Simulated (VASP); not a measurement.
# CaO (Fm-3m) in VASP: a series of runs

One crystal, CaO, is run at these levels: PBE+D3(BJ); tasks: relaxation of cell and atoms, electrostatic potential.

Program: VASP 6.6.1. These are calculated values, not measurements. Logs are shortened: lines on timing, memory, paths and dates and some standing lists are left out, and cuts for length are marked.

**1. The structure**

Symmetry: Fm-3m, No. 225, cubic system. The conventional cell has a = 4.780 Å, b = 4.780 Å, c = 4.780 Å, α = 90.00°, β = 90.00°, γ = 90.00°. Around Ca (site symmetry m-3m) lie 6 O at 2.39 Å. O (site symmetry m-3m) has 6 Ca at 2.39 Å as nearest neighbours.

The cell was built by a generator and needn't be a form met in nature.

**2. Relaxation of cell and atoms, PBE+D3(BJ)**

Contents of INCAR:

```
SYSTEM = CaO
PREC = Accurate
ENCUT = 600
EDIFF = 1E-6
ISMEAR = 0
SIGMA = 0.02
LREAL = .FALSE.
LASPH = .TRUE.
NELM = 120
ALGO = Fast
ISIF = 3
LWAVE = .FALSE.
LCHARG = .FALSE.
GGA = PE
IVDW = 12
IBRION = 2
NSW = 40
EDIFFG = -0.005
```

Contents of KPOINTS:

```
regular mesh
0
G
  10 10 10
  0 0 0
```

Contents of POSCAR:

```
CaO
1.0
    0.0000000000      2.3900000000      2.3900000000
    2.3900000000      0.0000000000      2.3900000000
    2.3900000000      2.3900000000      0.0000000000
Ca O
1 1
Direct
    0.0000000000      0.0000000000      0.0000000000
    0.5000000000      0.5000000000      0.5000000000
```

Potentials or basis: VASP PAW PBE potentials, release 64 (Ca_sv, O).

Command:

```
$ cat potpaw_PBE.64/Ca_sv/POTCAR potpaw_PBE.64/O/POTCAR > POTCAR
$ mpirun -np 1 vasp_std > vasp.out
```

OUTCAR:

```text
SYSTEM = CaO
   PREC = Accurate
   ENCUT = 600
   EDIFF = 1E-6
   ISMEAR = 0
   LREAL = .FALSE.
   LASPH = .TRUE.
   NELM = 120
   ISIF = 3
   GGA = PE
   IVDW = 12
   IBRION = 2
   NSW = 40
   EDIFFG = -0.005
 IVDW          = 12

 ion  position               nearest neighbor table
   1  0.000  0.000  0.000-   2 2.39   2 2.39   2 2.39   2 2.39   2 2.39   2 2.39
   2  0.500  0.500  0.500-   1 2.39   1 2.39   1 2.39   1 2.39   1 2.39   1 2.39

  LATTYP: Found a face centered cubic cell.
 ALAT       =     4.7800000000

  Lattice vectors:

 A1 = (   0.0000000000,   2.3900000000,   2.3900000000)
 A2 = (   2.3900000000,   0.0000000000,   2.3900000000)
 A3 = (   2.3900000000,   2.3900000000,   0.0000000000)

Analysis of symmetry for initial positions (statically):
=====================================================================
 Subroutine PRICEL returns:
 Original cell was already a primitive cell.

 Routine SETGRP: Setting up the symmetry group for a
 face centered cubic supercell.

 Subroutine GETGRP returns: Found 48 space group operations
 (whereof 48 operations were pure point group operations)
 out of a pool of 48 trial point group operations.

The static configuration has the point symmetry O_h .

Analysis of symmetry for dynamics (positions and initial velocities):
=====================================================================
 Subroutine PRICEL returns:
 Original cell was already a primitive cell.

 Routine SETGRP: Setting up the symmetry group for a
 face centered cubic supercell.

 Subroutine GETGRP returns: Found 48 space group operations
 (whereof 48 operations were pure point group operations)
 out of a pool of 48 trial point group operations.

The dynamic configuration has the point symmetry O_h .

 Subroutine INISYM returns: Found 48 space group operations
 (whereof 48 operations are pure point group operations),
 and found     1 'primitive' translations

----------------------------------------------------------------------------------------

                                     Primitive cell

  volume of cell :      27.3038

  direct lattice vectors                    reciprocal lattice vectors
     0.000000000  2.390000000  2.390000000    -0.209205021  0.209205021  0.209205021
     2.390000000  0.000000000  2.390000000     0.209205021 -0.209205021  0.209205021
     2.390000000  2.390000000  0.000000000     0.209205021  0.209205021 -0.209205021

  length of vectors
     3.379970414  3.379970414  3.379970414     0.362353725  0.362353725  0.362353725

  position of ions in fractional coordinates (direct lattice)
     0.000000000  0.000000000  0.000000000
     0.500000000  0.500000000  0.500000000

  ion indices of the primitive-cell ions
   primitive index   ion index
                 1           1
                 2           2

----------------------------------------------------------------------------------------

 KPOINTS: regular mesh

Automatic generation of k-mesh.
 Grid dimensions read from file:
 generate k-points for:   10   10   10

 Generating k-lattice:

  Cartesian coordinates                     Fractional coordinates (reciprocal lattice)
    -0.020920502  0.020920502  0.020920502     0.100000000  0.000000000  0.000000000
     0.020920502 -0.020920502  0.020920502     0.000000000  0.100000000  0.000000000
     0.020920502  0.020920502 -0.020920502     0.000000000  0.000000000  0.100000000

  Length of vectors
     0.036235373  0.036235373  0.036235373

  Shift w.r.t. Gamma in fractional coordinates (k-lattice)
     0.000000000  0.000000000  0.000000000

 Subroutine IBZKPT returns following result:
 ===========================================

 Found     47 irreducible k-points:

 Following reciprocal coordinates:
            Coordinates               Weight
  0.000000  0.000000  0.000000      1.000000
  0.100000  0.000000  0.000000      8.000000
  0.200000  0.000000  0.000000      8.000000
  0.300000  0.000000  0.000000      8.000000
  0.400000  0.000000  0.000000      8.000000
  0.500000  0.000000  0.000000      4.000000
[... 16 lines left out ...]
  0.300000  0.300000  0.000000      6.000000
  0.400000  0.300000  0.000000     24.000000
 [... further k-points ...]
   k-points           NKPTS =     47   k-points in BZ     NKDIM =     47   number of bands    NBANDS=     12
   number of dos      NEDOS =    301   number of ions     NIONS =      2
   total plane-waves  NPLWV =  21952
   dimension x,y,z NGX =    28 NGY =   28 NGZ =   28
   dimension x,y,z NGXF=    56 NGYF=   56 NGZF=   56
   ions per type =               1   1
   NGX,Y,Z   is equivalent  to a cutoff of  13.77, 13.77, 13.77 a.u.
   NGXF,Y,Z  is equivalent  to a cutoff of  27.54, 27.54, 27.54 a.u.
 SYSTEM =  CaO
   PREC   = accura    normal or accurate (medium, high low for compatibility)
   ISTART =      0    job   : 0-new  1-cont  2-samecut
   ICHARG =      2    charge: 1-file 2-atom 10-const
   ISPIN  =      1    spin polarized calculation?
   LNONCOLLINEAR =      F non collinear calculations
   LSORBIT =      F    spin-orbit coupling
   LASPH  =      T    aspherical Exc in radial PAW
   ENCUT  =  600.0 eV  44.10 Ry    6.64 a.u.   6.75  6.75  6.75*2*pi/ulx,y,z
   NELM   =    120;   NELMIN=  2; NELMDL= -5     # of ELM steps
   EDIFF  = 0.1E-05   stopping-criterion for ELM
   LREAL  =      F    real-space projection
   EDIFFG = -.5E-02   stopping-criterion for IOM
   NSW    =     40    number of steps for IOM
   IBRION =      2    ionic relax: 0-MD 1-quasi-New 2-CG
   NFREE  =      1    steps in history (QN), initial steepest desc. (CG)
   ISIF   =      3    stress and relaxation
   ISYM   =      2    0-nonsym 1-usesym 2-fastsym
   POTIM  = 0.5000    time-step for ionic-motion
   TEBEG  =    0.0;   TEEND  =   0.0 temperature during run
   PSTRESS=    0.0 pullay stress
   NELECT =      16.0000    total number of electrons
   NUPDOWN=      -1.0000    fix difference up-down
   EMIN   =  10.00;   EMAX   =-10.00  energy-range for DOS
   EFERMI =   0.00;   METHOD = LEGACY
   ISMEAR =     0;   SIGMA  =   0.02  broadening in eV -4-tet -1-fermi 0-gaus
   EFERMI_NEDOS =   21; number of points for ismear=-14 and -15
   IALGO  =     68    algorithm
   IMIX   =      4    mixing-type and parameters
     AMIX     =   0.40;   BMIX     =  1.00
     AMIX_MAG =   1.60;   BMIX_MAG =  1.00
  volume/ion in A,a.u.               =      13.65        92.13
  Fermi-wavevector in a.u.,A,eV,Ry     =   1.369957  2.588843 25.535171  1.876782
  Thomas-Fermi vector in A             =   2.495786
   LORBIT       =      0    0 simple, 1 ext, 2 COOP (PROOUT), +10 PAW based schemes
   GGA     = PE    functional components
   LHFCALC =     F    Hartree Fock is set to
   AEXX    =    0.0000 exact exchange contribution
   IVDW    =    12    specifies the selected vdW correction
   LEPSILON=     F    determine dielectric tensor
   LRPA    =     F    only Hartree local field effects (RPA)
 conjugate gradient relaxation of ions
 non-spin polarized calculation
 RMM-DIIS sequential band-by-band and
 Gauss-broadening in eV      SIGMA  =   0.02
  energy-cutoff  :      600.00
  volume of cell :       27.30
 maximum number of plane-waves:       941
   NGX = 13   NGY = 13   NGZ = 13

--------------------------------------- Ionic step        1  -------------------------------------------

 number of electron      15.9999997 magnetization

 Free energy of the ion-electron system (eV)
  ---------------------------------------------------
  ext. energy  EPLUGINS =         0.00000000
  ---------------------------------------------------
  free energy    TOTEN  =       -12.79399768 eV

  energy without entropy =      -12.79399768  energy(sigma->0) =      -12.79399768

------------------------ aborting loop because EDIFF is reached ----------------------------------------

 Edisp (eV)   -0.55371

 E8    (eV) :    -0.2485

  FORCE on cell =-STRESS in cart. coord.  units (eV):
  Direction    XX          YY          ZZ          XY          YZ          ZX
  --------------------------------------------------------------------------------------
  -------------------------------------------------------------------------------------
  Total       0.13468     0.13468     0.13468     0.00000    -0.00000     0.00000
  in kB       7.90311     7.90311     7.90311     0.00000    -0.00000     0.00000
  external pressure =        7.90 kB  Pullay stress =        0.00 kB
[... 61 lines left out ...]
  energy  without entropy=      -13.3480531759  energy(sigma->0) =      -13.34805318

--------------------------------------- Ionic step        3  -------------------------------------------

 number of electron      15.9999997 magnetization

 Free energy of the ion-electron system (eV)
  ---------------------------------------------------
  ext. energy  EPLUGINS =         0.00000000
  ---------------------------------------------------
  free energy    TOTEN  =       -12.79818378 eV

  energy without entropy =      -12.79818378  energy(sigma->0) =      -12.79818378

 E-fermi :   2.6260     XC(G=0): -10.5240

 val. band max:        2.4046890546   @ k =   0.0000   0.0000   0.0000
 cond. band min:       6.0385528371   @ k =   0.5000   0.5000   0.0000
 fundamental gap:      3.6338637826
 Fermi energy:         2.6259917748

 k-point     1 :       0.0000    0.0000    0.0000
  band No.  band energies     occupation
      1     -35.1905      2.00000
      2     -15.9474      2.00000
      3     -15.9474      2.00000
      4     -15.9474      2.00000
      5     -13.1471      2.00000
      6       2.4047      2.00000
      7       2.4047      2.00000
      8       2.4047      2.00000
      9       7.2001      0.00000
     10       8.6556      0.00000
     11       8.6556      0.00000
     12       8.6556      0.00000
[... 331 lines left out ...]
 k-point    24 :       0.4000    0.3000    0.0000
  band No.  band energies     occupation
      1     -35.0778      2.00000
      2     -16.6178      2.00000
      3     -16.1535      2.00000
      4     -16.1252      2.00000
      5     -12.6123      2.00000
      6       0.7205      2.00000
      7       1.8489      2.00000
      8       1.9497      2.00000
      9       6.7156      0.00000
     10      10.1283      0.00000
     11      11.2390      0.00000
     12      11.3288      0.00000

 [... further k-points ...]

------------------------ aborting loop because EDIFF is reached ----------------------------------------

 Edisp (eV)   -0.54996

 E8    (eV) :    -0.2468

  FORCE on cell =-STRESS in cart. coord.  units (eV):
  Direction    XX          YY          ZZ          XY          YZ          ZX
  --------------------------------------------------------------------------------------
  -------------------------------------------------------------------------------------
  Total       0.00152     0.00152     0.00152     0.00000     0.00000     0.00000
  in kB       0.08864     0.08864     0.08864     0.00000     0.00000     0.00000
  external pressure =        0.09 kB  Pullay stress =        0.00 kB
[... 17 lines left out ...]
  FREE ENERGIE OF THE ION-ELECTRON SYSTEM (eV)
  ---------------------------------------------------
  free  energy   TOTEN  =       -13.3481418987 eV

  energy  without entropy=      -13.3481418987  energy(sigma->0) =      -13.34814190

 reached required accuracy - stopping structural energy minimisation
```

It took 49 s on 1 thread of Intel Xeon Platinum 8488C (Sapphire Rapids), shared host; peak memory 0.17 GiB.

Results:

- Free energy: -13.3481 eV
- Relaxed volume: 13.74 Å³/atom
- Relaxed cell: a = 3.387 Å, b = 3.387 Å, c = 3.387 Å, α = 60.00°, β = 60.00°, γ = 60.00°
- Space group after relaxing (to 0.05 Å): Fm-3m (No. 225)
- Energy gained by relaxing: 0.2 meV/atom
- Ionic steps: 3
- Pressure after relaxing: 0.0 GPa
- Band gap on the k mesh: 3.63 eV, indirect (least direct gap 4.01 eV)
- Dispersion energy per atom: -0.275 eV

Step by step:
| step | energy change (eV) | largest force (eV/Å) | pressure (GPa) | volume (Å³) |
| --- | --- | --- | --- | --- |
| 1 | 0.0000 | 0.0000 | 0.79 | 27.30 |
| 2 | -0.0003 | 0.0000 | -0.34 | 27.57 |
| 3 | -0.0004 | 0.0000 | 0.01 | 27.48 |

Final structure:
```
CELL_PARAMETERS angstrom
0.00000 2.39526 2.39526
2.39526 0.00000 2.39526
2.39526 2.39526 0.00000
ATOMIC_POSITIONS crystal
Ca 0.00000 0.00000 0.00000
O 0.50000 0.50000 0.50000
```

A k mesh can miss the band edges.

**3. Electrostatic potential, PBE+D3(BJ)**

This run uses another cell than the first one, of 13.74 Å³/atom, 1.007 times its volume.

Contents of INCAR:

```
PREC = Accurate ; ENCUT = 520
EDIFF = 1E-6 ; ISMEAR = 0
SIGMA = 0.02 ; LREAL = F
LASPH = T ; NELM = 80
ALGO = Fast ; ISIF = 2
LWAVE = F ; LCHARG = T
GGA = PE ; IVDW = 12
LVHAR = T
```

Contents of KPOINTS:

```
regular mesh
0
Gamma
  10 10 10
```

Contents of POSCAR:

```
CaO                                     
1.0
    0.0000000000      2.3952641579      2.3952641579
    2.3952641579      0.0000000000      2.3952641579
    2.3952641579      2.3952641579     -0.0000000000
  Ca              O             
     1     1
Direct
     0.0000000000000000    0.0000000000000000    0.0000000000000000
     0.5000000000000000    0.5000000000000000    0.5000000000000000
```

Potentials or basis: VASP PAW PBE potentials, release 64 (Ca_sv, O).

Command:

```
$ cat potpaw_PBE.64/Ca_sv/POTCAR potpaw_PBE.64/O/POTCAR > POTCAR
$ mpirun -np 1 vasp_std > vasp.out
```

Wall time 26 s (1 thread of Intel Xeon Platinum 8488C (Sapphire Rapids), shared host); peak memory 0.17 GiB.

The run converged. Its results:

```
Free energy                : -13.3460 eV
Pressure                   : 0.1 GPa
Band gap on the k mesh     : 3.63 eV, indirect (least direct gap 4.01 eV)
Dispersion energy per atom : -0.275 eV
```

Levels at points of the mesh, in eV from the valence-band top:
```tsv
k point	band 6	band 7	band 8	band 9	band 10	band 11
(0.00, 0.00, 0.00)	0.00	0.00	0.00	4.79	6.25	6.25
(0.50, 0.00, 0.00)	-2.66	-1.22	-1.22	7.10	8.41	8.41
(0.50, 0.50, 0.00)	-1.30	-0.37	-0.37	3.63	8.12	8.95
```

A k mesh can miss the band edges.

**4. Relaxation of cell and atoms, PBE+D3(BJ)**

Contents of INCAR:

```
SYSTEM = CaO
PREC     = Accurate       ! precision mode
ENCUT    = 600            ! plane-wave cutoff, eV
EDIFF    = 1E-6           ! SCF threshold, eV
ISMEAR   = 0              ! smearing method
SIGMA    = 0.02           ! smearing width, eV
LREAL    = .False.        ! projectors in reciprocal space
LASPH    = .True.         ! aspherical terms in the spheres
NELM     = 120            ! most SCF steps
ALGO     = Fast           ! electronic algorithm
ISIF     = 3              ! what is computed and relaxed
LWAVE    = .False.        ! write WAVECAR
LCHARG   = .False.        ! write CHGCAR
GGA      = PE             ! functional
IVDW     = 12             ! dispersion correction
IBRION   = 2              ! ionic algorithm
NSW      = 60             ! ionic steps
EDIFFG   = -0.005         ! ionic threshold
```

Contents of KPOINTS:

```
Automatic mesh
0
Gamma
  10 10 10
  0 0 0
```

Contents of POSCAR:

```
CaO
1.0
    0.0000000000      2.3900000000      2.3900000000
    2.3900000000      0.0000000000      2.3900000000
    2.3900000000      2.3900000000      0.0000000000
Ca O
1 1
Direct
    0.0000000000      0.0000000000      0.0000000000
    0.5000000000      0.5000000000      0.5000000000
```

Command:

```
$ cat potpaw_PBE.64/Ca_sv/POTCAR potpaw_PBE.64/O/POTCAR > POTCAR
$ mpirun -np 1 vasp_std > vasp.out
```

Wall time 1.8 min (1 thread of AMD EPYC 7R43 (Zen 3), shared host); peak memory 0.14 GiB.

The run converged. Its results:

```yaml
Free_energy: -13.3481 eV
Relaxed_volume: 13.74 Å³/atom
Relaxed_cell: a = 3.387 Å, b = 3.387 Å, c = 3.387 Å, α = 60.00°, β = 60.00°, γ = 60.00°
Space_group_after_relaxing_to_0.05_Å: Fm-3m (No. 225)
Energy_gained_by_relaxing: 0.2 meV/atom
Ionic_steps: 3
Pressure_after_relaxing: 0.0 GPa
Band_gap_on_the_k_mesh: 3.63 eV, indirect (least direct gap 4.01 eV)
Dispersion_energy_per_atom: -0.275 eV
```

The path:
| step | energy change (eV) | largest force (eV/Å) | pressure (GPa) | volume (Å³) |
| --- | --- | --- | --- | --- |
| 1 | 0.0000 | 0.0000 | 0.79 | 27.30 |
| 2 | -0.0003 | 0.0000 | -0.34 | 27.57 |
| 3 | -0.0004 | 0.0000 | 0.01 | 27.48 |

Final structure:
```cif
data_structure
_symmetry_space_group_name_H-M 'P 1'
_symmetry_Int_Tables_number 1
_cell_length_a 3.3874
_cell_length_b 3.3874
_cell_length_c 3.3874
_cell_angle_alpha 60.000
_cell_angle_beta 60.000
_cell_angle_gamma 60.000
_cell_volume 27.48
loop_
_atom_site_label
_atom_site_type_symbol
_atom_site_fract_x
_atom_site_fract_y
_atom_site_fract_z
_atom_site_occupancy
Ca1 Ca 0.00000 0.00000 0.00000 1
O1 O 0.50000 0.50000 0.50000 1
```

Levels at points of the mesh, in eV from the valence-band top:
| k point | band 6 | band 7 | band 8 | band 9 | band 10 | band 11 |
| --- | --- | --- | --- | --- | --- | --- |
| (0.00, 0.00, 0.00) | 0.00 | 0.00 | 0.00 | 4.80 | 6.25 | 6.25 |
| (0.50, 0.00, 0.00) | -2.66 | -1.22 | -1.22 | 7.10 | 8.41 | 8.41 |
| (0.50, 0.50, 0.00) | -1.30 | -0.37 | -0.37 | 3.63 | 8.12 | 8.95 |

**5. Electrostatic potential, PBE+D3(BJ)**

This run uses another cell than the first one, of 13.74 Å³/atom, 1.007 times its volume.

Contents of INCAR:

```
ALGO = Fast ; EDIFF = 1E-6
ENCUT = 520 ; GGA = PE
ISIF = 2 ; ISMEAR = 0
IVDW = 12 ; LASPH = True
LCHARG = True ; LREAL = False
LVHAR = True ; LWAVE = False
NELM = 60 ; PREC = Accurate
SIGMA = 0.02
```

Contents of KPOINTS:

```
k-points
0
Gamma
  10 10 10
```

Contents of POSCAR:

```
CaO                                     
1.0
    0.0000000000      2.3952641578      2.3952641578
    2.3952641578     -0.0000000000      2.3952641578
    2.3952641578      2.3952641578      0.0000000000
  Ca              O             
     1     1
Direct
     0.0000000000000000    0.0000000000000000    0.0000000000000000
     0.5000000000000000    0.5000000000000000    0.5000000000000000
```

Command:

```
$ cat potpaw_PBE.64/Ca_sv/POTCAR potpaw_PBE.64/O/POTCAR > POTCAR
$ mpirun -np 1 vasp_std > vasp.out
```

Wall time 58 s (1 thread of AMD EPYC 7R43 (Zen 3), shared host); peak memory 0.13 GiB.

Results (log left out):

- Free energy: -13.3460 eV
- Pressure: 0.1 GPa
- Band gap on the k mesh: 3.63 eV, indirect (least direct gap 4.01 eV)
- Dispersion energy per atom: -0.275 eV

Levels at points of the mesh, in eV from the valence-band top:
```
           k point  band 4  band 5  band 6  band 7  band 8  band 9  band 10  band 11  band 12
(0.00, 0.00, 0.00)  -18.35  -15.55    0.00    0.00    0.00    4.79     6.25     6.25     6.25
(0.50, 0.00, 0.00)  -18.41  -14.31   -2.66   -1.22   -1.22    7.10     8.41     8.41     8.58
(0.50, 0.50, 0.00)  -18.59  -15.31   -1.30   -0.37   -0.37    3.63     8.12     8.95     9.60
```

A k mesh can miss the band edges.
